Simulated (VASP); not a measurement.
# ZrSe2 in VASP: notebook, part 2 of 2

VASP 6.6.1. Earlier steps stand in the parts before.

**3. Band structure, HSE06**

Contents of POSCAR:

```
ZrSe2                                   
1.0
    3.7482233144      0.0000000000      0.0000000000
   -1.8741116572      3.2460566059      0.0000000000
    0.0000000000      0.0000000000     27.2880000000
  Se              Zr            
     4     2
Direct
     0.6666666699999979    0.3333333300000021    0.3304647088641161
     0.3333333300000021    0.6666666699999979    0.4474856018508822
     0.6666666699999979    0.3333333300000021    0.5525143981491178
     0.3333333300000021    0.6666666699999979    0.6695352911358839
     1.0000000000000000    0.0000000000000000    0.3890422945516318
     1.0000000000000000    0.0000000000000000    0.6109577054483681
```

Contents of INCAR.step1:

```
SYSTEM = ZrSe2
PREC = Accurate
ENCUT = 520
EDIFF = 1E-5
ISMEAR = 0
SIGMA = 0.03
LREAL = .FALSE.
LASPH = .TRUE.
NELM = 80
ALGO = Normal
ISIF = 2
LWAVE = .TRUE.
LCHARG = .FALSE.
LMAXMIX = 4
LDIPOL = .TRUE.
IDIPOL = 3
DIPOL = 0.5 0.5 0.500
NBANDS = 33
LVHAR = .TRUE.
LVACPOTAV = .TRUE.
KPAR = 4
GGA = PE
```

Contents of INCAR.step2:

```
SYSTEM = ZrSe2
PREC = Accurate
ENCUT = 520
EDIFF = 1E-6
ISMEAR = 0
SIGMA = 0.03
LREAL = .FALSE.
LASPH = .TRUE.
NELM = 80
ALGO = Normal
ISIF = 2
LWAVE = .FALSE.
LCHARG = .FALSE.
LMAXMIX = 4
LDIPOL = .TRUE.
IDIPOL = 3
DIPOL = 0.5 0.5 0.500
GGA = PE
LHFCALC = .TRUE.
HFSCREEN = 0.2
PRECFOCK = Fast
NBANDS = 33
LVHAR = .TRUE.
LVACPOTAV = .TRUE.
KPAR = 4
ISTART = 1
```

Contents of KPOINTS:

```
regular mesh
0
G
  6 6 1
  0 0 0
```

Contents of KPOINTS_OPT:

```
explicit points
3
Reciprocal
 0.0000000000  0.0000000000  0.0000000000 1
 0.5000000000  0.0000000000  0.0000000000 1
 0.3333333300  0.3333333300  0.0000000000 1
```

Potentials or basis: VASP PAW PBE potentials, release 64 (Se, Zr_sv).

On the command line:

```sh
$ cat potpaw_PBE.64/Se/POTCAR potpaw_PBE.64/Zr_sv/POTCAR > POTCAR
$ cp INCAR.step1 INCAR
$ mpirun -np 4 vasp_std > vasp.out
$ cp INCAR.step2 INCAR
$ mpirun -np 4 vasp_std > vasp.out
```

OUTCAR:

```text
SYSTEM = ZrSe2
   PREC = Accurate
   ENCUT = 520
   EDIFF = 1E-6
   ISMEAR = 0
   LREAL = .FALSE.
   LASPH = .TRUE.
   NELM = 80
   ISIF = 2
   GGA = PE
   LHFCALC = .TRUE.
   HFSCREEN = 0.2
   PRECFOCK = Fast
   ISTART = 1

 ion  position               nearest neighbor table
   1  0.667  0.333  0.330-   5 2.69   5 2.69   5 2.69
   2  0.333  0.667  0.447-   5 2.69   5 2.69   5 2.69
   3  0.667  0.333  0.553-   6 2.69   6 2.69   6 2.69
   4  0.333  0.667  0.670-   6 2.69   6 2.69   6 2.69
   5  0.000  0.000  0.389-   2 2.69   2 2.69   2 2.69   1 2.69   1 2.69   1 2.69
   6  0.000  0.000  0.611-   3 2.69   3 2.69   3 2.69   4 2.69   4 2.69   4 2.69

  LATTYP: Found a hexagonal cell.
 ALAT       =     3.7482233144
 C/A-ratio  =     7.2802492571

  Lattice vectors:

 A1 = (   3.7482233144,   0.0000000000,   0.0000000000)
 A2 = (  -1.8741116572,   3.2460566059,   0.0000000000)
 A3 = (   0.0000000000,   0.0000000000,  27.2880000000)

Analysis of symmetry for initial positions (statically):
=====================================================================
 Subroutine PRICEL returns:
 Original cell was already a primitive cell.

 Routine SETGRP: Setting up the symmetry group for a
 hexagonal supercell.

 Subroutine GETGRP returns: Found 12 space group operations
 (whereof 12 operations were pure point group operations)
 out of a pool of 24 trial point group operations.

The static configuration has the point symmetry D_3d.

Analysis of symmetry for dynamics (positions and initial velocities):
=====================================================================
 Subroutine PRICEL returns:
 Original cell was already a primitive cell.

 Routine SETGRP: Setting up the symmetry group for a
 hexagonal supercell.

 Subroutine GETGRP returns: Found 12 space group operations
 (whereof 12 operations were pure point group operations)
 out of a pool of 24 trial point group operations.

The dynamic configuration has the point symmetry D_3d.

 Subroutine INISYM returns: Found 12 space group operations
 (whereof 12 operations are pure point group operations),
 and found     1 'primitive' translations

----------------------------------------------------------------------------------------

                                     Primitive cell

  volume of cell :     332.0116

  direct lattice vectors                    reciprocal lattice vectors
     3.748223314  0.000000000  0.000000000     0.266793069  0.154033050  0.000000000
    -1.874111657  3.246056606  0.000000000     0.000000000  0.308066100  0.000000000
     0.000000000  0.000000000 27.288000000     0.000000000  0.000000000  0.036646145

  length of vectors
     3.748223314  3.748223311 27.288000000     0.308066100  0.308066100  0.036646145

  position of ions in fractional coordinates (direct lattice)
     0.666666670  0.333333330  0.330464709
     0.333333330  0.666666670  0.447485602
     0.666666670  0.333333330  0.552514398
     0.333333330  0.666666670  0.669535291
     0.000000000  0.000000000  0.389042295
     0.000000000  0.000000000  0.610957705

  ion indices of the primitive-cell ions
   primitive index   ion index
                 1           1
[... 44 lines left out ...]
   dimension x,y,z NGX =    28 NGY =   28 NGZ =  210
   dimension x,y,z NGXF=    56 NGYF=   56 NGZF=  420
   ions per type =               4   2
   NGX,Y,Z   is equivalent  to a cutoff of  12.42, 12.42, 12.79 a.u.
   NGXF,Y,Z  is equivalent  to a cutoff of  24.84, 24.84, 25.59 a.u.
 SYSTEM =  ZrSe2
   PREC   = accura    normal or accurate (medium, high low for compatibility)
   ISTART =      1    job   : 0-new  1-cont  2-samecut
   ICHARG =      0    charge: 1-file 2-atom 10-const
   ISPIN  =      1    spin polarized calculation?
   LNONCOLLINEAR =      F non collinear calculations
   LSORBIT =      F    spin-orbit coupling
   LASPH  =      T    aspherical Exc in radial PAW
   ENCUT  =  520.0 eV  38.22 Ry    6.18 a.u.   6.97  6.97 50.74*2*pi/ulx,y,z
   NELM   =     80;   NELMIN=  2; NELMDL=  0     # of ELM steps
   EDIFF  = 0.1E-05   stopping-criterion for ELM
   LREAL  =      F    real-space projection
   EDIFFG = 0.1E-04   stopping-criterion for IOM
   NSW    =      0    number of steps for IOM
   IBRION =     -1    ionic relax: 0-MD 1-quasi-New 2-CG
   NFREE  =      0    steps in history (QN), initial steepest desc. (CG)
   ISIF   =      2    stress and relaxation
   ISYM   =      3    0-nonsym 1-usesym 2-fastsym
   POTIM  = 0.5000    time-step for ionic-motion
   TEBEG  =    0.0;   TEEND  =   0.0 temperature during run
   PSTRESS=    0.0 pullay stress
   NELECT =      48.0000    total number of electrons
   NUPDOWN=      -1.0000    fix difference up-down
   EMIN   =  10.00;   EMAX   =-10.00  energy-range for DOS
   EFERMI =   0.00;   METHOD = LEGACY
   ISMEAR =     0;   SIGMA  =   0.03  broadening in eV -4-tet -1-fermi 0-gaus
   EFERMI_NEDOS =   21; number of points for ismear=-14 and -15
   IALGO  =     38    algorithm
   IMIX   =      1    mixing-type and parameters
     AMIX     =   0.40;   BMIX     =  1.00
     AMIX_MAG =   1.60;   BMIX_MAG =  1.00
  volume/ion in A,a.u.               =      55.34       373.42
  Fermi-wavevector in a.u.,A,eV,Ry     =   0.859220  1.623690 10.044614  0.738258
  Thomas-Fermi vector in A             =   1.976542
   LORBIT       =      0    0 simple, 1 ext, 2 COOP (PROOUT), +10 PAW based schemes
   GGA     = PE    functional components
   LHFCALC =     T    Hartree Fock is set to
   PRECFOCK=fast      Normal, Fast or Accurate (Low or Medium for compatibility)
   ENCUT4O =  -1.0   cutoff for four orbital integrals eV
   NKREDX  =     1    reduce k-point grid by
   NKREDY  =     1    reduce k-point grid by
   NKREDZ  =     1    reduce k-point grid by
   AEXX    =    0.2500 exact exchange contribution
   HFSCREEN=    0.2000 screening length (either q_TF or 0.3 A-1)
   HFSCREENC=   0.2000 screening length for correlation (either q_TF or 0.3 A-1)
   ENCUTFOCK=  -1.0 apply spherical cutoff to Coloumb kernel
   IVDW    =     0    specifies the selected vdW correction
   LEPSILON=     F    determine dielectric tensor
   LRPA    =     F    only Hartree local field effects (RPA)
 non-spin polarized calculation
 Gauss-broadening in eV      SIGMA  =   0.03
  energy-cutoff  :      520.00
  volume of cell :      332.01
 maximum number of plane-waves:      8972
 NGX is ok and might be reduce to    28
  NGX = 16; NGY = 16; NGZ =120

 number of electron      47.9999999 magnetization

 dipolmoment           0.000000      0.000000      0.000000 electrons x Angstroem

 Free energy of the ion-electron system (eV)
  ---------------------------------------------------
  ext. energy  EPLUGINS =         0.00000000
  ---------------------------------------------------
  free energy    TOTEN  =       -46.75855276 eV

  energy without entropy =      -46.75855276  energy(sigma->0) =      -46.75855276

 E-fermi :  -1.2001     XC(G=0):  -3.8866

 val. band max:       -1.4328812464   @ k =   0.0000   0.0000   0.0000
 cond. band min:      -0.5004514628   @ k =   0.5000   0.0000   0.0000
 fundamental gap:      0.9324297835
 Fermi energy:        -1.2000558716

 k-point     1 :       0.0000    0.0000    0.0000
  band No.  band energies     occupation
      1     -54.4687      2.00000
      2     -54.4687      2.00000
      3     -31.1237      2.00000
      4     -31.1236      2.00000
      5     -30.9806      2.00000
      6     -30.9806      2.00000
[... 241 lines left out ...]
     32       3.6396      0.00000
     33       4.1636      0.00000

------------------------ aborting loop because EDIFF is reached ----------------------------------------

  FORCE on cell =-STRESS in cart. coord.  units (eV):
  Direction    XX          YY          ZZ          XY          YZ          ZX
  --------------------------------------------------------------------------------------
  -------------------------------------------------------------------------------------
  Total        1.1272729      1.1272729     -0.4491605     -0.0000000      0.0000000     -0.0000000
  in kB        5.4398434      5.4398434     -2.1674989     -0.0000000      0.0000000     -0.0000000
  external PRESSURE =       2.9040626 kB  Pullay stress =       0.0000000 kB

 VOLUME and BASIS-vectors are now :
 -----------------------------------------------------------------------------
  energy-cutoff  :      520.00
  volume of cell :      332.01
      direct lattice vectors                 reciprocal lattice vectors
     3.748223314  0.000000000  0.000000000     0.266793069  0.154033050  0.000000000
    -1.874111657  3.246056606  0.000000000     0.000000000  0.308066100  0.000000000
     0.000000000  0.000000000 27.288000000     0.000000000  0.000000000  0.036646145

 POSITION                                       TOTAL-FORCE (eV/Angst)
 -----------------------------------------------------------------------------------
      1.87411      1.08202      9.01772         0.000000     -0.000000      0.198907
     -0.00000      2.16404     12.21099         0.000000      0.000000     -0.336231
      1.87411      1.08202     15.07701         0.000000     -0.000000      0.336231
     -0.00000      2.16404     18.27028        -0.000000      0.000000     -0.198907
      0.00000      0.00000     10.61619        -0.000000     -0.000000     -0.080815
      0.00000      0.00000     16.67181        -0.000000      0.000000      0.080815
 -----------------------------------------------------------------------------------
    total drift:                               -0.000000     -0.000000      0.000007

  FREE ENERGIE OF THE ION-ELECTRON SYSTEM (eV)
  ---------------------------------------------------
  free  energy   TOTEN  =       -46.7585527627 eV

  energy  without entropy=      -46.7585527627  energy(sigma->0) =      -46.75855276

 vacuum level on the upper side and lower side of the slab         4.576         4.576
```

It took 17 min on 4 MPI ranks of Intel Xeon 6975P-C (Granite Rapids), shared host; peak memory 0.64 GiB.

What came out:

```
Free energy                            : -46.7586 eV
Largest force                          : 0.336 eV/Å
Band gap on the k mesh                 : 0.93 eV, indirect (least direct gap 1.82 eV)
Band gap along the path                : 0.93 eV, indirect (least direct gap 1.82 eV)
Ionisation potential of the upper face : 6.01 eV
```

Forces in eV/Å, atoms in the order of the input:
```
Se   0.000  0.000  0.199
Se   0.000  0.000 -0.336
Se   0.000  0.000  0.336
Se   0.000  0.000 -0.199
Zr   0.000  0.000 -0.081
Zr   0.000  0.000  0.081
```

Caveat: the PAW data sets were made with another functional, which shifts forces and pressure a little.
